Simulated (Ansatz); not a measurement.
Stackings of close-packed layers of MnO (capitals for Mn, lower case for the other element), each relaxed to a stress under 0.05 GPa; energies count from the stacking AcBaCb (Fm-3m).

These are results of Ansatz, DFT PBE, scalar-relativistic, plane waves, PAW, not measurements.

Cutoff 420 eV, Gaussian smearing of 0.10 eV, energies at zero smearing, symmetry of each start kept, collinear spin where a moment is listed.

```tsv
start	atoms	k mesh	excess energy (meV/atom)	spacing of like layers (Å)	a (Å)	size of the moment (μB per cell)
AbAc	4	15×15×9	117.1	2.677	3.061	9.05
AcBc	4	15×15×9	104.5	2.719	3.047	9.50
AcBcAbCb	8	15×15×5	49.1	2.642	3.091	18.92
AcBaCbAbCaBc	12	15×15×3	31.3	2.610	3.106	28.23
AcBaCaBcAbCaBc	14	15×15×3	27.5	2.609	3.113	33.21
```

Zero in every row: gap on the mesh (eV).

The state reached may not be the lowest one. The program reads another magnetic order as possibly lower. Moments started parallel, and an antiferromagnetic order may lie lower.

Small energy differences in metals hang on the k mesh (about 10 mJ/m² or 1 to 2 meV/atom on the mesh of the relaxation).